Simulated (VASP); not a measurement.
# LiH: G0W0 on PBE

LiH, Fm-3m (no. 225), 2 atoms in the cell. PBE, GW; PAW potentials Li_GW, H_GW (PBE set).

GW scheme: G0W0; Iterations: 1; Orbital cutoff (eV): 300; Response cutoff (eV): 200; Frequency points: 48; Procedure: three steps, all bands.

## Input

INCAR.step1:
```
SYSTEM = LiH
PREC = Accurate ; ENCUT = 300
ISMEAR = 0 ; SIGMA = 0.05
LASPH = .True. ; LREAL = .False.
GGA = PE ; ALGO = Normal
EDIFF = 1E-8 ; NELM = 150
LWAVE = .True. ; LCHARG = .False.
KPAR = 4
```

INCAR.step2, as INCAR.step1 but for:
```
- ALGO = Normal
- NELM = 150
+ ALGO = Exact
+ NELM = 1
+ ISTART = 1
+ NBANDS = 196
+ LOPTICS = .True.
```

INCAR.step3:
```
SYSTEM = LiH
PREC = Accurate ; ENCUT = 300
ISMEAR = 0 ; SIGMA = 0.05
LASPH = .True. ; LREAL = .False.
GGA = PE ; ALGO = EVGW0
NBANDS = 196 ; NBANDSGW = 5
ENCUTGW = 200 ; NOMEGA = 48
PRECFOCK = Fast ; ISTART = 1
LWAVE = .False. ; LCHARG = .False.
NELMGW = 1 ; KPAR = 4
```

KPOINTS:
```
k-points
0
Gamma
  3 3 3
```

POSCAR:
```
LiH
1.0
    0.0000000000      2.0367500000      2.0367500000
    2.0367500000      0.0000000000      2.0367500000
    2.0367500000      2.0367500000      0.0000000000
Li H
1 1
Direct
    0.0000000000      0.0000000000      0.0000000000
    0.5000000000      0.5000000000      0.5000000000
```

Commands (each step's output is kept before the next begins):
```
cat potpaw_PBE.64/Li_GW/POTCAR potpaw_PBE.64/H_GW/POTCAR > POTCAR
cp INCAR.step1 INCAR
mpirun -np 4 vasp_std > vasp.out
cp INCAR.step2 INCAR
mpirun -np 4 vasp_std > vasp.out
cp INCAR.step3 INCAR
mpirun -np 4 vasp_std > vasp.out
```

## Result

- Quasiparticle gap on the mesh (eV): 8.32
- Gap of the starting point on the mesh (eV): 5.98
- Quasiparticle gap at the zone centre (eV): 22.77
- Starting gap at the zone centre (eV): 20.85
- Correction of the gap between the band edges on the mesh (eV): 2.34
- Shift of the valence top (eV): -1.60
- Shift of the conduction bottom (eV): 0.75
- Z of the valence top at the zone centre: 0.68
- Static dielectric constant, RPA: 3.2

Levels near the gap:

| k point | band | start (eV) | quasiparticle (eV) |
|---|---|---|---|
| 0 0 0 | 1 | -8.02 | -9.70 |
| 0 0 0 | 2 | 12.83 | 13.07 |
| 0 0 0 | 3 | 14.66 | 15.78 |
| 0 0 0 | 4 | 14.66 | 15.78 |
| 0 0 0 | 5 | 14.66 | 15.78 |
| -0.3333 0.3333 0 | 1 | -3.75 | -5.35 |
| -0.3333 0.3333 0 | 2 | 2.23 | 2.97 |
| -0.3333 0.3333 0 | 3 | 4.34 | 4.99 |
| -0.3333 0.3333 0 | 4 | 9.77 | 10.58 |
| -0.3333 0.3333 0 | 5 | 12.75 | 13.33 |

Limits: the mesh is coarse: neither the gap nor the screening is converged.

VASP 6.6.1 took 6.6 s on 4 cores (Intel Xeon Platinum 8375C @ 2.90GHz (Ice Lake)), a shared host.
